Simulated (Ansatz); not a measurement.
Tl: stationary points along a deformation path

Method: DFT PBE+D3(BJ), scalar-relativistic, plane waves, PAW (Ansatz 0.2.0). The runs took a 420 eV cutoff, a Γ-centred 18×18×18 mesh and Gaussian smearing (0.15 eV). Spin–orbit coupling is left out, which can shift energies with elements as heavy as these. No spin polarisation. Energies are free energies at this smearing, counted from the undisturbed cell; pressure is positive in compression.

Zero of the scan (as given, not relaxed at this level; it stands at -0.7 GPa; this fcc form isn't the usual structure):

```
CELL_PARAMETERS angstrom
0.00000 2.46634 2.46634
2.46634 0.00000 2.46634
2.46634 2.46634 0.00000
ATOMIC_POSITIONS crystal
Tl 0.00000 0.00000 0.00000
```

At fixed volume and fractional coordinates, lengths along (0.000, 0.000, 1.000) are scaled against those across it; ρ is that ratio over its starting value. V = 30.005 Å³/atom. Δσ is the stress along the axis less the mean stress across it (compression positive).

| ρ | ΔE (meV/atom) | Δσ (GPa) | space group |
| --- | --- | --- | --- |
| 0.650 | -9.0 | 0.66 | I4/mmm |
| 0.707 | -12.1 | 0.00 | Im-3m |
| 0.780 | -7.0 | -0.66 | I4/mmm |
| 0.850 | -0.3 | -0.28 | I4/mmm |
| 0.920 | 0.8 | 0.08 | I4/mmm |
| 0.960 | 0.2 | 0.09 | I4/mmm |
| 1.000 | 0.0 | 0.00 | Fm-3m |
| 1.050 | 0.2 | -0.10 | I4/mmm |
| 1.100 | 1.7 | -0.36 | I4/mmm |
| 1.200 | 10.8 | -1.50 | I4/mmm |
| 1.300 | 33.4 | -3.19 | I4/mmm |
| 1.414 | 79.2 | -5.64 | I4/mmm |
| 1.500 | 128.6 | -7.84 | I4/mmm |

Problem. How does the stress give the slope of the energy, and where is the energy stationary?

Solution. Along the path d ln(length) is 2/3 d ln ρ on the axis and −1/3 d ln ρ across it, so dE/d ln ρ = −(2/3) V Δσ: the energy falls with ρ where Δσ is positive. Δσ vanishes or changes sign at ρ = 0.707 (Im-3m), a minimum at -12.1 meV/atom; between ρ = 0.850 and 0.920, a maximum (near 0.90 by linear interpolation); at ρ = 1.000 (Fm-3m), a minimum at 0.0 meV/atom. Pairs of stationary points between two samples would go unseen, and could change a minimum read from distant neighbours into a maximum. At ρ = 0.707, 1.000 the cell is cubic, where symmetry alone makes the stress isotropic and the slope zero.

Problem. Which shear constant sets the curvature at ρ = 1?

Solution. For a cubic crystal E/V = (2/3) C (ln ρ)² with C = C′ = (C11 − C12)/2, so Δσ = −2C ln ρ. The parabola of Δσ against ln ρ through ρ = 0.960, 1 and 1.050 gives C ≈ 1.1 GPa with the ions clamped, rough because the steps are large. It is the stress–strain coefficient at this cell's pressure of -0.7 GPa, not the zero-pressure constant.

Problem. Integrate that slope from ρ = 1 to 0.850 by the trapezoid rule.

Solution. With V/N in Å³ and 1 eV/Å³ = 160.2 GPa the slopes at ρ = 1.000, 0.960, 0.920, 0.850 are 0, -11, -10, 35 meV/atom per unit of ln ρ. The steps add 0.2 + 0.4 + (-1.0) = -0.3 meV/atom, against -0.3 from the energies; the trapezoid rule misses the curvature of the slope within each step.

Problem. Is the start the lowest point of the path?

Solution. No: ρ = 0.707 lies 12.1 meV/atom lower, behind a rise of at least 0.8 meV/atom. Volume and inner coordinates are held, so a relaxed structure there would lie lower still.

In a metal these slopes depend on the k mesh and the smearing.